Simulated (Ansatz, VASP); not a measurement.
## HfO2 in VASP and in Ansatz

Contents of POSCAR:

```
HfO2
1.0
   -0.5542464647      2.3125455943      2.3125455943
    2.3125455943     -0.5542464647      2.3125455943
    2.3125455943      2.3125455943     -0.5542464647
Hf O
1 2
Direct
    0.0000000000      0.0000000000      0.0000000000
    0.2500000000      0.2500000000      0.2500000000
    0.7500000000      0.7500000000      0.7500000000
```

The input INCAR.step1:

```
PREC = Accurate
ENCUT = 520
ISMEAR = 0
SIGMA = 0.05
LREAL = F
LASPH = T
NELM = 60
NBANDS = 18
GGA = PE
ALGO = Normal
EDIFF = 1E-4
LWAVE = T
LCHARG = F
```

Contents of INCAR.step2:

```
PREC = Accurate
ENCUT = 520
EDIFF = 1E-6
ISMEAR = 0
SIGMA = 0.05
LREAL = F
LASPH = T
NELM = 60
ALGO = Normal
ISIF = 2
LWAVE = F
LCHARG = T
METAGGA = R2SCAN
LMIXTAU = T
LELF = T
LVHAR = T
NBANDS = 18
ISTART = 1
```

The input KPOINTS:

```
regular mesh
0
Gamma
  8 8 8
```

Input for Ansatz:

```yaml
crystal:
  lattice:
    - [-0.5542464647, 2.3125455943, 2.3125455943]
    - [2.3125455943, -0.5542464647, 2.3125455943]
    - [2.3125455943, 2.3125455943, -0.5542464647]
  atoms:
    - { symbol: Hf, position: [0.0, 0.0, 0.0] }
    - { symbol: O, position: [0.25, 0.25, 0.25] }
    - { symbol: O, position: [0.75, 0.75, 0.75] }
basis:
  ecutwfc: 500
kpoints:
  mp_grid: { grid: [8, 8, 8] }
hamiltonian:
  xc: r2scan
scf:
  occupations: { method: gaussian, width: 0.05 }
output:
  forces: true
  stress: true
  eigenvalues: true
```

Alike in both runs: task single point; functional r2SCAN; k mesh 8 × 8 × 8; occupations gaussian, width 0.05 eV; no spin polarisation.

```csv
,VASP,Ansatz
version,VASP 6.6.1,Ansatz 0.2.0
potentials or method,"VASP PAW PBE potentials, release 64 (Hf_pv, O)","scalar-relativistic, plane waves, PAW"
plane-wave cutoff (eV),520,500
valence electrons in the cell,22,38
```

Ansatz gave:

* gap on the k mesh at the Fermi level (eV): 4.17
* least direct gap on the mesh (eV): 4.43
* rms of the force components (eV/Å): 4.809

Q: Which values does VASP return?

A: gap on the k mesh at the Fermi level (eV): 4.31; least direct gap on the mesh (eV): 4.55; rms of the force components (eV/Å): 4.753.

Atom by atom the forces differ by 0.056 eV/Å (rms over components). The functional is the same, so the differences come from potentials, cutoffs and numerics. The two sets of potentials don't hold the same shells in valence.

Caveats: the PAW data sets were made with another functional, which shifts forces and pressure a little (VASP); spin-orbit coupling is left out, which moves the levels of the heavy elements. A k mesh can miss the band edges. r2SCAN opens gaps a little over a GGA but as a rule still falls short of measured ones.
